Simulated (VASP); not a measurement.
A run of VASP 6.6.1 is set up as follows.

File POSCAR:

```
GaN                                     
1.0
    0.0000000000      2.2475536576      2.2475536576
    2.2475536576     -0.0000000000      2.2475536576
    2.2475536576      2.2475536576     -0.0000000000
  Ga              N             
     1     1
Direct
     0.0000000000000000    0.0000000000000000    0.0000000000000000
     0.7500000000000000    0.7500000000000000    0.7500000000000000
```

The input INCAR.step1:

```
  PREC = Accurate
  ENCUT = 520
  EDIFF = 1E-8
  ISMEAR = 0
  SIGMA = 0.03
  LREAL = F
  LASPH = T
  NELM = 80
  ALGO = Normal
  ISIF = 2
  LWAVE = F
  LCHARG = F
  KPAR = 4
  GGA = PE
  LEPSILON = T
```

The input KPOINTS.step1:

```
Automatic mesh
0
G
  10 10 10
  0 0 0
```

The input INCAR.step2:

```
  PREC = Accurate
  ENCUT = 520
  EDIFF = 1E-5
  ISMEAR = 0
  SIGMA = 0.03
  LREAL = F
  LASPH = T
  NELM = 80
  ALGO = Normal
  ISIF = 2
  LWAVE = T
  LCHARG = F
  NBANDS = 16
  KPAR = 4
  GGA = PE
```

Contents of KPOINTS.step2:

```
Automatic mesh
0
Gamma
  6 6 6
```

Contents of INCAR.step3:

```
  PREC = Accurate
  ENCUT = 520
  EDIFF = 1E-6
  ISMEAR = 0
  SIGMA = 0.03
  LREAL = F
  LASPH = T
  NELM = 80
  ALGO = Normal
  ISIF = 2
  LWAVE = F
  LCHARG = F
  GGA = PE
  LHFCALC = T
  AEXX = 0.1682
  PRECFOCK = Fast
  HFRCUT = -1
  NBANDS = 16
  KPAR = 4
  ISTART = 1
```

The input KPOINTS.step3:

```
Automatic mesh
0
Gamma
  6 6 6
```

KPOINTS_OPT

```
explicit points
6
Reciprocal
 0.0000000000  0.0000000000  0.0000000000 1
 0.3750000000  0.3750000000  0.7500000000 1
 0.5000000000  0.5000000000  0.5000000000 1
 0.6250000000  0.2500000000  0.6250000000 1
 0.5000000000  0.2500000000  0.7500000000 1
 0.5000000000  0.0000000000  0.5000000000 1
```

Potentials or basis: VASP PAW PBE potentials, release 64 (Ga_d, N).

Launch:

```bash
$ cat potpaw_PBE.64/Ga_d/POTCAR potpaw_PBE.64/N/POTCAR > POTCAR
$ cp INCAR.step1 INCAR
$ cp KPOINTS.step1 KPOINTS
$ mpirun -np 4 vasp_std > vasp.out
$ cp INCAR.step2 INCAR
$ cp KPOINTS.step2 KPOINTS
$ mpirun -np 4 vasp_std > vasp.out
$ cp INCAR.step3 INCAR
$ cp KPOINTS.step3 KPOINTS
$ mpirun -np 4 vasp_std > vasp.out
```

**Question.** Estimate the band gap on the k mesh.

**Answer.** 3.08 eV, direct.

**Question.** What does it give for the pressure?

**Answer.** 2.2 GPa.

Caveat: the PAW data sets were made with another functional, which shifts forces and pressure a little.

**Experimental background.**

A printed reference work, textbook reports, for a bulk crystal of GaN at 0 K: band gap 3.299 eV (direct).

Measured gap of GaN: 3.299 eV (direct; 0 K; a printed reference work, textbook). This calculation gives 3.08 eV (-0.22 eV). Spin-orbit coupling on Ga is left out. The value is that of PBE-EpsX, without temperature or zero-point motion. The cell is a database's relaxed one, not the measured one, which moves gaps too.
